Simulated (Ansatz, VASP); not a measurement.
**Ni: VASP beside Ansatz**

```
CELL_PARAMETERS angstrom
-1.44891 1.44891 1.25055
1.44891 -1.44891 1.25055
1.44891 1.44891 -1.25055
ATOMIC_POSITIONS crystal
Ni 0.00000 0.00000 0.00000
```

Alike in both runs: functional PBEsol; k mesh 10 × 10 × 10; occupations gaussian, width 0.1 eV; collinear spin.

Ansatz relaxed the structure, and its values are those at the end. VASP's run is a single point on that final structure, the one shown.

|  | VASP | Ansatz |
| --- | --- | --- |
| version | VASP 6.6.1 | Ansatz 0.2.0 |
| potentials or method | VASP PAW PBE potentials, release 64 (Ni) | scalar-relativistic, plane waves, PAW |
| plane-wave cutoff (eV) | 520 | 420 |
| valence electrons in the cell | 10 | 18 |

|  | VASP | Ansatz | Ansatz less VASP |
| --- | --- | --- | --- |
| gap on the k mesh at the Fermi level (eV) | none | none | - |
| pressure (GPa) | 0.0 | 0.1 | +0.10 |
| net moment per atom (μB) | 0.64 | 0.65 | +0.009 |
| size of the moment on the site where the two differ most (μB) | 0.65 | 0.68 | +0.036 |

Site moments also hang on the region over which each program counts them. A gap of «none» marks a metal or a gap that the smearing closes. With one functional, cell and mesh, what is left measures potentials, basis and numerics. The two sets of potentials don't hold the same shells in valence.

Caveats: the PAW data sets were made with another functional, which shifts forces and pressure a little (VASP).
